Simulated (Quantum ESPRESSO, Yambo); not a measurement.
# BaS (Fm-3m): G0W0 with Yambo, start to end, part 3 of 3

Wanted: ground state, empty states, screening and self-energy for BaS (Fm-3m).

Quantum ESPRESSO 7.5 and Yambo 5.3.0; PBE and many-body steps on it, plane waves. Known limits of the many-body steps: not at the basis limit; no spin-orbit coupling.

So far. Step 3 (Bands along the symmetry lines): The gap is 2.146 eV, as in the run before at this level. Step 4 (Empty states on the mesh, 4×4×4 mesh, 104 bands): On this mesh the gap is 2.146 eV.

## 6. Screening and self-energy, 4×4×4 mesh, 104 bands, screening to 122.5 eV

Now the one-shot GW correction: screening in the RPA, then the self-energy of the levels asked for.

This step: G0W0 on PBE, plane waves, norm-conserving pseudopotentials.

Contents of gw1.in:

```
HF_and_locXC
gw0
dyson
ppa
em1d
rim_cut
RandQpts= 1000000
RandGvec= 1 RL
EXXRLvcs= 40 Ry
VXCRLvcs= 160 Ry
Chimod= "HARTREE"
% BndsRnXp
 1 | 104 |
%
NGsBlkXp= 9 Ry
% LongDrXp
 1 | 1 | 1 |
%
% GbndRnge
 1 | 104 |
%
DysSolver= "n"
ExtendOut
PPAPntXp= 27.21138 eV
% QPkrange
 1 | 1 | 7 | 10 |
 7 | 7 | 7 | 10 |
%
```

Launch:

```console
OMP_NUM_THREADS=1 mpirun -n 4 yambo -F gw1.in -J gw1 -C gw1 > gw1.log
```

The program printed:

```text
 Yambo, version 5.3.0

 [02] CORE Variables Setup
 =========================

  [... cell, symmetries and grids as in the set-up ...]

  [02.05] Energies & Occupations
  ==============================

  [X] === General ===
  [X] Electronic Temperature                        :  0.000000  0.000000 [eV K]
  [X] Bosonic    Temperature                        :  0.000000  0.000000 [eV K]
  [X] Finite Temperature mode                       : no
  [X] El. density                                   :  0.24558E+24 [cm-3]
  [X] Fermi Level                                   :  5.894091 [eV]

  [X] === Gaps and Widths ===
  [X] Conduction Band Min                           :  2.146280 [eV]
  [X] Valence Band Max                              :  0.000000 [eV]
  [X] Filled Bands                                  :   8
  [X] Empty Bands                                   :    9  104
  [X] Direct Gap                                    :  2.272370 [eV]
  [X] Direct Gap localized at k                     :   7
  [X] Indirect Gap                                  :  2.146280 [eV]
  [X] Indirect Gap between kpts                     :   1   7
  [X] Last valence band width                       :  1.057937 [eV]
  [X] 1st conduction band width                     :  3.430145 [eV]

 [03] Transferred momenta grid and indexing
 ==========================================

 IBZ Q-points                                      :   8
 BZ  Q-points                                      :   64

 K/Q-points units:
 rlu = crystal or reduced units; cc = cartesian coordinates; iku = interal k-units

 Q [1]          [rlu]:  0.000000  0.000000  0.000000
 Q [2]          [rlu]:  0.74313E-17  0.74313E-17  0.25000
 Q [3]          [rlu]: -0.14863E-16 -0.14863E-16 -0.50000
 Q [4]          [rlu]: -0.74488E-17  0.25000      0.25000
 Q [5]          [rlu]: -0.10826E-16  0.25000      0.50000
 Q [6]          [rlu]: -0.14863E-16  0.25000     -0.25000
 Q [7]          [rlu]:  0.14898E-16 -0.50000     -0.50000
 Q [8]          [rlu]:  0.250000 -0.500000 -0.250000

 [04] Coloumb potential Random Integration (RIM)
 ===============================================

  [04.01] RIM initialization
  ==========================

  * Diagonal components only detected *

  8 x (sBL volume)        :  0.070521 [a.u.]
  sBZ random points       :  1000000
  Points outside the sBZ  :   7996195
  RL volume               :  0.564170 [a.u.]
  Integrated volume       :  0.564439 [a.u.]

  [04.02] RIM integrals
  =====================

  Gamma point sphere radius             :  0.074942 [a.u.]
  Points outside the sphere             :   799659
  [Int_sBZ(q=0) 1/q^2]*(Vol_sBZ)^(-1/3) =:  7.764404
                                 should be <:  7.795600

  Summary of Coulomb integrals for non-metallic bands |Q|[au] RIM/Bare

  Q [1] 0.100000E-4 0.995998 * Q [2] 0.225398 1.064319
  Q [4] 0.260268 1.063169 * Q [6] 0.368074 1.026442
  Q [5] 0.431605 1.018967 * Q [3] 0.450797 1.017314
  Q [7] 0.520535 1.014132 * Q [8] 0.581976 1.010980

 [05] Dipoles
 ============

  [05.01] Setup: observables and procedures
  =========================================

 [06] Dynamic Dielectric Matrix (PPA)
 ====================================

 [WR./gw1//ndb.pp]---------------------------------------------------------------
  Brillouin Zone Q/K grids (IBZ/BZ)                :    8   64    8   64
  RL vectors                                       :  2421 [WF]
  Coulomb cutoff potential                         : none
  Electronic Temperature                           :  0.000000 [K]
  Bosonic    Temperature                           :  0.000000 [K]
  PPA    diel. fun.  energies                      : Perdew, Burke & Ernzerhof(X)+Perdew, Burke & Ernzerhof(C)
  wavefunctions                                    : Perdew, Burke & Ernzerhof(X)+Perdew, Burke & Ernzerhof(C)
  Global Gauge                                     : length
  X matrix size                                    :  229
  X band range                                     :    1  104
  X e/h energy range                               : -1.000000 -1.000000 [eV]
  X Time ordering                                  : R
  X Hxc Kernel                                     : HARTREE
  X Drude frequency                                :  0.000000  0.000000
  X poles                                          :  100.0000 [o/o]
  RL vectors in the sum                            :  2421
  [r,Vnl] included                                 : yes
  Field direction                                  :  0.577350E-5  0.577350E-5  0.577350E-5
  BZ energy Double Grid                            : no
  BZ energy DbGd points                            : 0
  BZ Q point size factor                           : -1.000000
  X Optical Averaged directions                    : none

 [07] Local Exchange-Correlation + Non-Local Fock
 ================================================

 [VXC] Plane waves :  15065
 [EXS] Plane waves :  1917

 QP @ state[ 1 ] K range:  1  1
 QP @ state[ 1 ] b range:   7  10
 QP @ state[ 2 ] K range:   7   7
 QP @ state[ 2 ] b range:   7  10

 [xc] Functional : Perdew, Burke & Ernzerhof(X)+Perdew, Burke & Ernzerhof(C)
 [xc] LIBXC used to calculate xc functional
  PP Number of Atomic Species                      :  2
  NLCC RL compoments                               :  15065
  PP Number of Atomic Species                      :  2
  NLCC RL compoments                               :  15065

 [xc] E_xc :  -6.043476 [Ha]
      E_xc :  -12.08695 [Ry]

  Local XC kind (lXC) : Perdew, Burke & Ernzerhof(X)+Perdew, Burke & Ernzerhof(C)
  Non-Local XC kind (nlXC) : Hartree-Fock

  Corrections @ K [1] :  [eV]
 <7|nlXC|7> = -15.67072  0.50315E-17 <7|lXC|7> = -12.60175  0.75527E-15
 <8|nlXC|8> = -15.67073  0.72460E-17 <8|lXC|8> = -12.60175 -0.75527E-15
 <9|nlXC|9> = -4.017603 -0.24027E-18 <9|lXC|9> = -7.958256  0.000000
 <10|nlXC|10> = -4.534434 -0.79754E-18 <10|lXC|10> = -8.922664  0.000000

  Corrections @ K [7] :  [eV]
 <7|nlXC|7> = -15.66285  0.65314E-18 <7|lXC|7> = -12.53318  0.000000
 <8|nlXC|8> = -15.66286  0.92711E-18 <8|lXC|8> = -12.53318 -0.47204E-16
 <9|nlXC|9> = -4.202803  0.33222E-18 <9|lXC|9> = -7.957323  0.000000
 <10|nlXC|10> = -6.056586  0.78035E-18 <10|lXC|10> = -10.95390  0.000000

 [08] Dyson equation: Newton solver
 ==================================

  [08.01] G0W0 (W PPA)
  ====================

  [  GW  ] Bands range     :    1  104
  [GW/PPA] G damping       :  0.100000 [eV]

  QP @ state[ 1 ] K range:  1  1
  QP @ state[ 1 ] b range:   7  10
  QP @ state[ 2 ] K range:   7   7
  QP @ state[ 2 ] b range:   7  10

   Sc/G bands                                       :    1  104
   Sc/G damping                                     :  0.100000 ev
   Sc bands terminator                              : no
   Sx RL components                                 :  1917

   QP @ state[ 1 ] K range                          :  1  1
   QP @ state[ 1 ] b range                          :   7  10
   QP @ state[ 2 ] K range                          :   7   7
   QP @ state[ 2 ] b range                          :   7  10
   GF energies kind                                 : Perdew, Burke & Ernzerhof(X)+Perdew, Burke & Ernzerhof(C)
   GF WF`s kind                                     : Perdew, Burke & Ernzerhof(X)+Perdew, Burke & Ernzerhof(C)
   Xs energies kind                                 : Perdew, Burke & Ernzerhof(X)+Perdew, Burke & Ernzerhof(C)
   Xs WF`s kind                                     : Perdew, Burke & Ernzerhof(X)+Perdew, Burke & Ernzerhof(C)

 [11] Game Over & Game summary
```

The job ended after 77 s (4 MPI ranks of Intel Xeon Platinum 8259CL at 2.50GHz (Skylake/Cascade Lake), shared host; peak memory 1.3 GiB; 5 min of CPU time).

This step gave:

| Property | Result |
| --- | --- |
| G0W0 gap on the points computed | 3.480 eV |
| starting gap on the mesh | 2.146 eV |
| k of the valence top | 0, 0, 0 |
| k of the conduction bottom | 0, -0.5, -0.5 |
| least direct G0W0 gap on the computed points | 3.626 eV |
| Z at the valence top | 0.7914 |
| Z at the conduction bottom | 0.8341 |

The gap on the mesh goes from 2.15 eV to 3.48 eV, a correction of +1.33 eV.

Limits: finite bands, cutoff and mesh; no spin-orbit coupling. v1 is the top filled band, c1 the lowest empty one. The levels before and after the correction (eV, zero at the valence-band top of each column):

```
           conduction bottom  valence top
Kohn-Sham               2.15         0.00
     G0W0               3.48         0.00
```

```
                         level  energy (eV)
Kohn-Sham              Γ v2-v1        0.000
Kohn-Sham                 Γ c1        3.626
Kohn-Sham                 Γ c2        3.906
Kohn-Sham  (0 -0.5 -0.5) v2-v1       -0.126
Kohn-Sham     (0 -0.5 -0.5) c1        2.146
Kohn-Sham     (0 -0.5 -0.5) c2        5.968
     G0W0              Γ v2-v1        0.000
     G0W0                 Γ c1        4.879
     G0W0                 Γ c2        5.483
     G0W0  (0 -0.5 -0.5) v2-v1       -0.147
     G0W0     (0 -0.5 -0.5) c1        3.480
     G0W0     (0 -0.5 -0.5) c2        7.866
```

## 7. Where the time went

Times are wall times on the hardware named with each run, good to a factor of about two.

```
                          step   time  share  memory (GiB)
                  ground state  4.2 s    4 %          0.23
bands along the symmetry lines    4 s    4 %          0.21
      empty states on the mesh  5.2 s    6 %          0.28
         conversion and set-up  3.1 s    3 %          0.24
     screening and self-energy   77 s   83 %           1.3
```

## 8. What came out

* PBE gap: 2.15 eV, indirect
* G0W0 gap on the mesh: 3.48 eV
* GW settings: 4×4×4 mesh, 104 bands, screening to 122.5 eV, Godby-Needs plasmon pole
* known limits: not at the basis limit; no spin-orbit coupling

What this shows: G0W0 moves the gap on the mesh from 2.15 eV to 3.48 eV (+1.33 eV), with Z of 0.79 and 0.83 at the edges. Only 2 of the mesh's irreducible points were corrected, so a valley elsewhere could overtake. The dearest step here is «screening and self-energy». Bands and cutoff are finite, so the gap is not at the basis limit. The miss can reach some tenths of an eV and take either sign; the mesh is an error of its own. In the G0W0 run levels were corrected at 2 k points alone, so a gap called «on the mesh» is the least over those, and an edge elsewhere would be missed. The many-body steps are scalar-relativistic: spin-orbit coupling is not in them.

[Paths, hosts, dates, memory and timing lines, banners, echoed tables and standing remarks are left out of the program output.]

[Logs are printed without paths, hosts, clocks, repeated set-up lines and the standing remarks that a program may print on its own settings, such as how far it seeks lower states.]

[Runs of the session that timed out or met a known fault of the program may be left out.]

[Hosts, paths, dates, database ids (printed as entryN), source tags and the programs' standing remarks are cut or masked in the printed files.]
